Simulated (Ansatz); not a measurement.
# CoO: pressure against volume

One table from this session's results is given with a row withheld; the runs are named, their logs left out.

Method: DFT PBE, scalar-relativistic, in Ansatz 0.2.0.

3 further runs of the same task are left out: 3 that didn't finish.

## The system as given

The structure is tetragonal, space group I4/mmm (No. 139). The conventional cell has a = 3.016 Å, b = 3.016 Å, c = 4.214 Å, α = 90.00°, β = 90.00°, γ = 90.00°. Co (site symmetry 4/mmm) is surrounded by 6 O at 2.11 to 2.13 Å. Around O (site symmetry 4/mmm) lie 6 Co at 2.11 to 2.13 Å.

Coordinates:

```
Co O
1.0
    -1.50800    1.50800    2.10725
     1.50800   -1.50800    2.10725
     1.50800    1.50800   -2.10725
Co O
1 1
Direct
  0.00000 0.00000 0.00000
  0.50000 0.50000 0.00000
```

The cell is a deposited one (Crystallography Open Database entry 1528838); the temperature and pressure of the measurement aren't taken into account, and nothing was relaxed.

Atoms are numbered in the order of the input: Co1, O2.

The first run:

Contents of input.yaml:

```yaml
crystal:
  lattice:
    - [-1.4824358896, 1.4824358896, 2.0715269528]
    - [1.4824358896, -1.4824358896, 2.0715269528]
    - [1.4824358896, 1.4824358896, -2.0715269528]
  atoms:
    - { symbol: Co, position: [0.0, 0.0, 0.0], spin: 2.0 }
    - { symbol: O, position: [0.5, 0.5, 0.0] }
magnetization:
  spin_polarized: true
kpoints:
  mp_grid: { grid: [13, 13, 15] }
scf:
  occupations: { method: fermi_dirac, width: 0.03 }
hamiltonian:
  xc: pbe
  pseudopotentials: { kind: all_electron, lapw: { basis_error: 0.001 } }
output:
  forces: true
  stress: true
  eigenvalues: true
```

Among the steps run: Volume × 0.95, LAPW; Volume × 0.95, PAW; Volume × 0.975, LAPW; Volume × 0.975, PAW; Volume × 1.025, LAPW; Volume × 1.025, PAW; Volume × 1.05, LAPW; Volume × 1.05, PAW.

One table of the session follows, with a row left open; its other results are not shown here.

| method | volume (Å³/atom) | F above the lowest (meV/atom) | moment Co1 (μB) | moment O2 (μB) |
| --- | --- | --- | --- | --- |
| LAPW | 9.105 | 13.2 | 2.43 | 0.27 |
| LAPW | 9.344 | 3.3 | 2.54 | 0.31 |
| LAPW | 9.584 | ? | ? | ? |
| LAPW | 9.824 | 3.2 | 2.62 | 0.33 |
| LAPW | 10.063 | 12.2 | 2.64 | 0.34 |
| PAW | 9.105 | 13.4 | 2.33 | 0.27 |
| PAW | 9.344 | 3.3 | 2.44 | 0.31 |
| PAW | 9.584 | 0.0 | 2.49 | 0.32 |
| PAW | 9.824 | 3.1 | 2.52 | 0.33 |
| PAW | 10.063 | 12.0 | 2.54 | 0.34 |

**Question.** Estimate the row for LAPW, 9.584.

**Answer.** F above the lowest (meV/atom): 0.0; moment Co1 (μB): 2.59; moment O2 (μB): 0.32.

Caveats from the session: Other magnetic orders may lie lower; this is the state that the run reached. Warnings in the runs' records: symmetry narrowed by mesh, stability check not made.
